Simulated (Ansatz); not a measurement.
# SrO: short molecular dynamics at 2200 K

Method: DFT PBE, scalar-relativistic, plane waves, PAW (Ansatz 0.2.0). Settings: plane waves to 420 eV, k-mesh 2×2×2 (shifted by 0.5, 0.5, 0.5 steps), Fermi–Dirac smearing 0.19 eV. The mesh is coarse. No spin polarisation.

16 atoms, starting at 1.08 times the perfect crystal's volume (space group P6_3mc, not the usual structure, the cell as given, not relaxed at this level); Langevin thermostat at 2200 K (friction 0.02 fs⁻¹), fixed cell; 35 steps of 2 fs. The run is short and not equilibrated.

First frame:

```yaml
crystal:
  lattice:
    - [-2.19328, 3.79888, 5.28957]
    - [-2.19328, 3.79888, -5.28957]
    - [-6.57985, -3.79888, 0.00000]
  atoms:
    - { symbol: Sr, position: [0.96906, 0.03094, 0.33333] }
    - { symbol: Sr, position: [0.46906, 0.53094, 0.33333] }
    - { symbol: Sr, position: [0.71906, 0.78094, 0.83333] }
    - { symbol: Sr, position: [0.21906, 0.28094, 0.83333] }
    - { symbol: Sr, position: [0.46906, 0.03094, 0.16667] }
    - { symbol: Sr, position: [0.96906, 0.53094, 0.16667] }
    - { symbol: Sr, position: [0.21906, 0.78094, 0.66667] }
    - { symbol: Sr, position: [0.71906, 0.28094, 0.66667] }
    - { symbol: O, position: [0.71844, 0.28156, 0.33333] }
    - { symbol: O, position: [0.21844, 0.78156, 0.33333] }
    - { symbol: O, position: [0.46844, 0.03156, 0.83333] }
    - { symbol: O, position: [0.96844, 0.53156, 0.83333] }
    - { symbol: O, position: [0.71844, 0.78156, 0.16667] }
    - { symbol: O, position: [0.21844, 0.28156, 0.16667] }
    - { symbol: O, position: [0.46844, 0.53156, 0.66667] }
    - { symbol: O, position: [0.96844, 0.03156, 0.66667] }
```

| Item | Value |
| --- | --- |
| Mean temperature over the second half | 1319 K |
| Mean pressure over the second half (kinetic part included) | 1.2 GPa |
| Mean potential energy above the perfect crystal (as given, at volume ratio 1; besides heat the difference comes from the volume, 8 % larger; its own run had another smearing, without effect beside its gap) | 226 meV/atom |
| Mean-square drift of O from first to last step (mean shift of all atoms removed) | 0.12 Å² |
| Mean-square drift of Sr from first to last step (mean shift of all atoms removed) | 0.12 Å² |

Pair distribution functions g(r), second half of the run, up to half the cell's height:

| r (Å) | O-O | O-Sr | Sr-Sr |
| --- | --- | --- | --- |
| 2.05 | 0.0 | 0.0 | 0.0 |
| 2.15 | 0.0 | 0.7 | 0.0 |
| 2.25 | 0.0 | 3.1 | 0.0 |
| 2.35 | 0.0 | 5.9 | 0.0 |
| 2.45 | 0.0 | 4.8 | 0.0 |
| 2.55 | 0.0 | 3.6 | 0.0 |
| 2.65 | 0.0 | 1.7 | 0.0 |
| 2.75 | 0.0 | 1.4 | 0.0 |
| 2.85 | 0.0 | 1.5 | 0.0 |
| 2.95 | 0.0 | 1.2 | 0.0 |
| 3.05 | 0.0 | 0.9 | 0.0 |
| 3.15 | 0.0 | 1.5 | 0.2 |
| 3.25 | 0.7 | 0.3 | 0.8 |

Along the run (potential energy from its first value; pressure with the kinetic part):

| t (fs) | T (K) | ΔE_pot (meV/atom) | P (GPa) |
| --- | --- | --- | --- |
| 0.0 | 2062 | 0.0 | -2.6 |
| 2.0 | 1915 | 1.7 | -2.6 |
| 4.0 | 1748 | 6.7 | -2.6 |
| 6.0 | 1637 | 14.0 | -2.5 |
| 8.0 | 1685 | 22.3 | -2.3 |
| 10.0 | 1600 | 31.7 | -2.1 |
| 12.0 | 1567 | 42.3 | -1.9 |
| 14.0 | 1398 | 52.4 | -1.7 |
| 16.0 | 1710 | 62.3 | -1.2 |
| 18.0 | 1710 | 72.9 | -0.9 |
| 20.0 | 1868 | 84.3 | -0.5 |
| 22.0 | 1774 | 95.7 | -0.3 |
| 24.0 | 1636 | 107.2 | -0.1 |
| 26.0 | 1517 | 118.5 | 0.1 |
| 28.0 | 1403 | 128.7 | 0.2 |
| 30.0 | 1470 | 138.4 | 0.5 |
| 32.0 | 1385 | 147.6 | 0.6 |
| 34.0 | 1528 | 155.3 | 0.8 |
| 36.0 | 1459 | 162.1 | 0.9 |
| 38.0 | 1329 | 168.9 | 0.9 |
| 40.0 | 1355 | 175.4 | 1.0 |
| 42.0 | 1319 | 183.3 | 1.0 |
| 44.0 | 1146 | 193.2 | 1.0 |
| 46.0 | 1291 | 204.3 | 1.2 |
| 48.0 | 1441 | 216.0 | 1.5 |
| 50.0 | 1302 | 224.2 | 1.4 |
| 52.0 | 1116 | 227.3 | 1.3 |
| 54.0 | 1187 | 227.6 | 1.4 |
| 56.0 | 1281 | 226.9 | 1.4 |
| 58.0 | 1362 | 225.5 | 1.4 |
| 60.0 | 1299 | 223.2 | 1.3 |
| 62.0 | 1488 | 220.8 | 1.3 |
| 64.0 | 1494 | 219.1 | 1.3 |
| 66.0 | 1364 | 219.3 | 1.2 |
| 68.0 | 1376 | 222.5 | 1.3 |
| 70.0 | 1131 | 226.8 | 1.2 |